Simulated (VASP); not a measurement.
Crystal: CdO (Monteponite).

```
Cd O
1.0
     0.00000    2.34950    2.34950
     2.34950    0.00000    2.34950
     2.34950    2.34950    0.00000
Cd O
1 1
Direct
  0.00000 0.00000 0.00000
  0.50000 0.50000 0.50000
```

```yaml
Program: VASP 6.6.1
Task: relaxation of cell and atoms
Functional: PBE
Potentials_or_basis: VASP PAW PBE potentials, release 64 (Cd, O)
Cutoff: 600 eV
k_mesh: 10 × 10 × 10
Occupations: fermi-dirac, width 0.05 eV
Spin: no spin polarisation
```

At the start: pressure 7.4 GPa; volume 12.97 Å³/atom.

Where does the relaxation end?

Over 3 steps the energy falls by 15.0 meV/atom and the volume is 13.66 Å³/atom (+5.3 %); space group Fm-3m (No. 225, to 0.05 Å).

Step by step:
```
step  energy change (eV)  largest force (eV/Å)  pressure (GPa)  volume (Å³)
   1              0.0000                0.0000            7.37        25.94
   2             -0.0186                0.0000           -3.84        28.24
   3             -0.0301                0.0000            0.00        27.32
```

Final structure:
```cif
data_structure
_symmetry_space_group_name_H-M 'P 1'
_symmetry_Int_Tables_number 1
_cell_length_a 3.3806
_cell_length_b 3.3806
_cell_length_c 3.3806
_cell_angle_alpha 60.000
_cell_angle_beta 60.000
_cell_angle_gamma 60.000
_cell_volume 27.32
loop_
_atom_site_label
_atom_site_type_symbol
_atom_site_fract_x
_atom_site_fract_y
_atom_site_fract_z
_atom_site_occupancy
Cd1 Cd 0.00000 0.00000 0.00000 1
O1 O 0.50000 0.50000 0.50000 1
```
